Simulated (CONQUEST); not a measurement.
# C in CONQUEST: convergence with smearing width

C, a slab with vacuum:

```
C
1.0
     2.47000    0.00000    0.00000
     0.00000    4.27816    0.00000
     0.00000    0.00000   21.82395
C
12
Direct
  0.00000 0.00000 0.65634
  0.50000 0.50000 0.65634
  0.00000 0.66667 0.65479
  0.50000 0.16667 0.65479
  0.00000 0.00000 0.50078
  0.50000 0.50000 0.50078
  0.00000 0.33333 0.49922
  0.50000 0.83333 0.49922
  0.00000 0.00000 0.34521
  0.50000 0.50000 0.34521
  0.00000 0.66667 0.34366
  0.50000 0.16667 0.34366
```

* Program: CONQUEST 1.3
* Task: convergence study
* Functional: PBE
* Potentials or basis: PseudoDojo NC PBE, SZP, grid cutoff 120 Ha
* k mesh: 7 × 4 × 1
* Occupations: methfessel-paxton, width 0.4 eV
* Spin: no spin polarisation

These are the settings of the first run; the series varies smearing width, with any setting tied to it.

Hardware: 1 thread of AMD EPYC (Zen 3), on a shared host.

```csv
smearing width,energy less the tightest run (meV/atom),largest force (eV/Å),SCF cycles,CPU time (s),peak memory (GiB)
0.4 eV,0.35,0.537,41,230,0.69
0.3 eV,0.24,0.529,35,200,0.69
0.2 eV,0.09,0.530,29,170,0.69
0.1 eV,0.04,0.529,32,170,0.69
0.05 eV,0.02,0.529,32,170,0.69
0.025 eV,0.01,0.529,30,160,0.69
0.01 eV,0.01,0.529,30,160,0.69
0.005 eV,0.00,0.529,32,170,0.69
```

Against the tightest run, the energy stays within 1 meV/atom from 0.4 eV on; the largest force stays within 0.005 eV/Å from 0.3 eV on. The tightest run that finished is the yardstick and may itself not be fully converged.

Caveat, for the tightest run too: the atomic basis is small.
